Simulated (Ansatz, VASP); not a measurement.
# SrCl2: VASP beside Ansatz

```
Sr Cl
1.0
     0.00000    3.46494    3.46494
     3.46494    0.00000    3.46494
     3.46494    3.46494    0.00000
Sr Cl
1 2
Direct
  0.00000 0.00000 0.00000
  0.75000 0.75000 0.75000
  0.25000 0.25000 0.25000
```

Change from the starting cell: volume scaled by 0.98.

Alike in both runs: task single point; functional PBE; k mesh 7 × 7 × 7; occupations fermi-dirac, width 0.05 eV; no spin polarisation.

```csv
,VASP,Ansatz
version,VASP 6.6.1,Ansatz 0.2.0
potentials or method,"VASP PAW PBE potentials, release 64 (Sr_sv, Cl)",Ansatz PAW
plane-wave cutoff (eV),520,420
valence electrons in the cell,24,24
```

```tsv
	VASP	Ansatz	Ansatz less VASP
gap on the k mesh at the Fermi level (eV)	5.45	5.46	+0.005
least direct gap on the mesh (eV)	5.70	5.71	+0.002
pressure (GPa)	1.9	1.8	-0.10
```

Caveats: an odd mesh through Γ misses points on the zone boundary, where band edges often lie (VASP); odd divisions of the mesh miss points on the zone boundary, where band edges often lie, so the gap on the mesh can be too wide (Ansatz).
